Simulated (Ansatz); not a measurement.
A 2-atom cell of LiCl started from a crystallographic database at its r2SCAN geometry, run in the PAW code Ansatz at 2 levels of theory. Calculated for a static, non-magnetic cell.

The r2SCAN input:
```yaml
crystal:
  lattice:
    - [0.0, 2.5560252152, 2.5560252152]
    - [2.5560252152, 0.0, 2.5560252152]
    - [2.5560252152, 2.5560252152, 0.0]
  atoms:
    - { symbol: Li, position: [0.0, 0.0, 0.0] }
    - { symbol: Cl, position: [0.5, 0.5, 0.5] }
kpoints:
  mp_grid: { grid: [8, 8, 8] }
  band_path:
    path:
      - [0.0, 0.0, 0.0]
      - [0.5, 0.0, 0.5]
      - [0.625, 0.25, 0.625]
      - [0.375, 0.375, 0.75]
      - [0.5, 0.5, 0.5]
      - [0.5, 0.25, 0.75]
      - [-0.072917, 0.0, 0.072917]
    npoints: 1
hamiltonian:
  xc: r2scan
scf:
  occupations: { method: fixed }
  n_extra_bands: 4
output:
  forces: true
  stress: true
  eigenvalues: true
  write_density: true
  write_potential: true
  elf: true
  volumetric_format: npy
```

Main results, then, where recorded, the levels near the gap in eV from the Fermi energy (columns number the bands from 0), one row a point of the path (Γ, X, U, K, L, W, K–Γ (0.81)):
```
Crystal: 2 atoms, lattice volume = 33.398 Å³
Symmetry: 48 space group operations
Space group: Fm-3m (ITA 225)
```
```
Basis set: ecut = 500 eV, 869 PW (Γ)
k-points: 29 of 512
SCF converged after 6 iterations
Free energy (F): -1292.793146 eV
Fermi energy:    1.416026 eV
--- Stress (GPa, compression-positive) ---
        0.009125       0.000000       0.000000
        0.000000       0.009125       0.000000
        0.000000       0.000000       0.009125
  P = ⅓ Tr σ = 0.0091 GPa (0.091 kbar)
```
```tsv
band_2	band_3	band_4	band_5	band_6	band_7
0.000	0.000	0.000	7.291	12.512	12.512
-2.977	-1.140	-1.140	8.624	8.853	13.675
-2.551	-1.837	-0.861	8.808	10.690	12.437
-2.551	-1.837	-0.861	8.808	10.690	12.437
-2.906	-0.279	-0.279	7.541	10.253	10.253
-2.181	-2.181	-1.101	10.341	11.068	11.223
-0.439	-0.139	0.001	7.744	11.818	12.505
```

With r2SCAN the valence top lies at K–Γ (0.81 of the way from K) and the conduction bottom at Γ, 7.291 eV higher; the smallest vertical gap, at Γ, is 7.291 eV. Least and direct gap differ so little that the kind isn't settled.

Problem. Another run on the same cell gave
```
Basis set: ecut = 420 eV, 645 PW (Γ)
k-points: 16 of 216
hybrid outer 1: dexx = +1.215e-3 eV, tail = 4.65e-6 eV
hybrid outer 2: dexx = +1.128e-7 eV, tail = 1.85e-8 eV, Δε = 7.95e-4 eV
hybrid SCF converged: 2 outer / 8 inner (+2 warm-up)
Free energy (F): -1288.689565 eV
Fermi energy:    0.834623 eV
--- Stress (GPa, compression-positive) ---
        0.070821       0.000000       0.000000
        0.000000       0.070821       0.000000
        0.000000       0.000000       0.070821
  P = ⅓ Tr σ = 0.0708 GPa (0.708 kbar)
```
```tsv
band_2	band_3	band_4	band_5	band_6	band_7
0.000	0.000	0.000	7.788	13.377	13.377
-3.160	-1.207	-1.207	9.284	9.582	14.243
-2.706	-1.946	-0.907	9.477	11.419	13.107
-2.706	-1.946	-0.907	9.477	11.419	13.107
-3.091	-0.288	-0.288	8.132	10.969	10.969
-2.311	-2.311	-1.161	11.048	11.708	11.949
-0.465	-0.146	0.002	8.254	12.612	13.308
```
Which level of theory and mesh gave it?

Solution. It is HSE06, judged by the exchange loop and the size of the gap (a near hybrid could fit too), on 6×6×6; the blocks that differ from the first input, but for the band path:
```yaml
kpoints:
  mp_grid: { grid: [6, 6, 6] }
hamiltonian:
  xc: hse06
```
With HSE06 the valence top lies at K–Γ (0.81 of the way from K) and the conduction bottom at Γ, 7.785 eV higher; the smallest vertical gap, at Γ, is 7.788 eV. Least and direct gap differ so little that the kind isn't settled. The mean stress, +0.1 GPa, is small, and the program warns that its thresholds are loose for a hybrid's stress.

Small level splittings and stresses of the hybrids carry the error of their coarser meshes.

Totals of different functionals can't be compared.

The meshes of the hybrids are coarse, so their gaps aren't converged to the digits shown.
